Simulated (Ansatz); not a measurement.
Zn:

```
Zn
1.0
     2.67000    0.00000    0.00000
    -1.33500    2.31229    0.00000
     0.00000    0.00000    4.96600
Zn
2
Direct
  0.66667 0.33333 0.75000
  0.33333 0.66667 0.25000
```

```yaml
Program: Ansatz 0.2.0
Task: relaxation of cell and atoms
Functional: HSE03
Potentials_or_basis: Ansatz PAW
Cutoff: "420 eV (not typed: the program's choice for these potentials)"
k_mesh: 6 × 6 × 3
Occupations: fermi-dirac, width 0.05 eV
Spin: no spin polarisation
```

At the start: volume 15.33 Å³/atom.

Task: How do energy, volume and symmetry change on relaxing?

Result: It ends after 5 steps and the volume is 15.42 Å³/atom (+0.6 %); space group P6_3/mmc (No. 194, to 0.05 Å).

Step by step:
```
step  energy change (eV)  largest force (eV/Å)  volume (Å³)
   1              0.0000                0.0000        30.66
   2             -0.0173                0.0000        31.21
   3             -0.0184                0.0000        31.01
   4             -0.0188                0.0000        30.84
   5             -0.0191                0.0000        30.84
```

Final structure:
```
Zn
1.0
     2.63605    0.00000    0.00000
    -1.31802    2.28288    0.00000
     0.00000    0.00000    5.12471
Zn
2
Cartesian
  1.3180 0.7610 3.8435
  0.0000 1.5219 1.2812
```

Caveat: the k mesh is coarse (spacing up to 0.45 Å⁻¹), so the values aren't converged, least of all with exact exchange; the plane-wave basis is chosen anew once the cell has moved, so the energies of steps on either side of that aren't comparable; the PAW data sets come from PBE, with cores solved anew for the run's functional, which leaves a small shift of forces and pressure.
